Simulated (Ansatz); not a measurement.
The system is BN.

```
N B
1.0
     1.25112    0.72234    3.37293
    -1.25112    0.72234    3.37293
     0.00000   -1.44467    3.37293
N B
1 1
Direct
  0.66724 0.66724 0.66724
  0.00033 0.00033 0.00033
```

The cell is a database's computed one.

| Quantity | Value |
| --- | --- |
| Program | Ansatz 0.2.0 |
| Task | relaxation of cell and atoms |
| Functional | BLYP |
| Dispersion | D3(BJ) |
| Potentials or basis | Ansatz PAW |
| Cutoff | 420 eV (not typed: the program's choice for these potentials) |
| k mesh | 12 × 12 × 12 |
| Occupations | fermi-dirac, width 0.05 eV |
| Spin | no spin polarisation |

At the start: volume 9.14 Å³/atom.

Question: How do energy, volume and symmetry change on relaxing?

Answer: It ends after 10 steps and the volume is 8.71 Å³/atom (-4.8 %); space group R3m (No. 160, to 0.05 Å).

The path:
```
step  energy change (eV)  largest force (eV/Å)  volume (Å³)
   1              0.0000                0.0002        18.29
   2             -0.0075                0.0139        17.76
   3             -0.0090                0.0037        17.55
   4             -0.0088                0.0002        17.59
   5             -0.0061                0.0004        17.59
   6             -0.0071                0.0047        17.43
   7             -0.0071                0.0003        17.44
   8             -0.0063                0.0001        17.44
   9             -0.0065                0.0000        17.42
  10             -0.0064                0.0000        17.42
```

Final structure:
```
N B
1.0
     1.25282    0.72331    3.20319
    -1.25282    0.72331    3.20319
     0.00000   -1.44663    3.20319
N B
1 1
Direct
  0.66734 0.66734 0.66734
  0.00022 0.00022 0.00022
```

Caveat: the plane-wave basis is chosen anew once the cell has moved, so the energies of steps on either side of that aren't comparable; the pressure holds a Pulay correction of +0.8 GPa for the finite cutoff; the PAW data sets come from PBE, with cores solved anew for the run's functional, which leaves a small shift of forces and pressure.
